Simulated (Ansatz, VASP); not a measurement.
## K2F: VASP beside Ansatz

```
K F
1.0
     5.24008    0.00000    0.00000
     0.00000    5.24008    0.00000
     0.00000    0.00000    4.51548
K F
2 1
Direct
  0.50000 0.00000 0.50000
  0.00000 0.50000 0.50000
  0.00000 0.00000 0.50000
```

Alike in both runs: functional PBE; k mesh 10 × 10 × 10; occupations gaussian, width 0.1 eV; no spin polarisation.

Ansatz relaxed the structure, and its values are those at the end. VASP's run is a single point on that final structure, the one shown.

|  | VASP | Ansatz |
| --- | --- | --- |
| version | VASP 6.6.1 | Ansatz 0.2.0 |
| potentials or method | VASP PAW PBE potentials, release 64 (K_sv, F) | scalar-relativistic, plane waves, PAW |
| plane-wave cutoff (eV) | 520 | 420 |
| valence electrons in the cell | 25 | 25 |

|  | VASP | Ansatz | Ansatz less VASP |
| --- | --- | --- | --- |
| gap on the k mesh at the Fermi level (eV) | none | none | - |
| pressure (GPa) | 0.0 | 0.0 | +0.05 |

A gap of «none» marks a metal or a gap that the smearing closes. With one functional, cell and mesh, what is left measures potentials, basis and numerics.

Caveats: an odd number of electrons without spin polarisation forces a metal; a magnetic or distorted state may lie lower.
